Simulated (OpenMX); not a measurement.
The system is HgTe (Coloradoite).

```
Hg Te
1.0
     0.00000    3.21450    3.21450
     3.21450    0.00000    3.21450
     3.21450    3.21450    0.00000
Hg Te
1 1
Direct
  0.99737 0.00315 0.99558
  0.74873 0.75226 0.74921
```

The cell isn't the ideal one: atoms moved at random, drawn with an rms of 0.05 Å.

Base run:

- Program: OpenMX 3.8.5
- Functional: PBE
- Potentials or basis: OpenMX 2013 PBE set, Hg8.0-s3p2d2f2, Te7.0-s3p3d2f1, grid cutoff 500 Ry
- k mesh: 7 × 7 × 7
- Occupations: fermi-dirac, width 0.05 eV
- Spin: no spin polarisation

Its results: band gap on the k mesh none (metal or under the smearing width); pressure 5.8 GPa; largest force 0.114 eV/Å.

Task: The run is repeated on the same cell with these changes: potentials or basis from OpenMX 2013 PBE set, Hg8.0-s3p2d2f2, Te7.0-s3p3d2f1, grid cutoff 500 Ry to OpenMX 2013 PBE set, Hg8.0-s3p2d2, Te7.0-s3p2d2, grid cutoff 500 Ry. What comes out?

Result: Band gap on the k mesh none (metal or under the smearing width); pressure 7.3 GPa; largest force 0.123 eV/Å.

Caveats: the basis of atomic orbitals isn't converged, which shifts pressures, moduli and gaps.
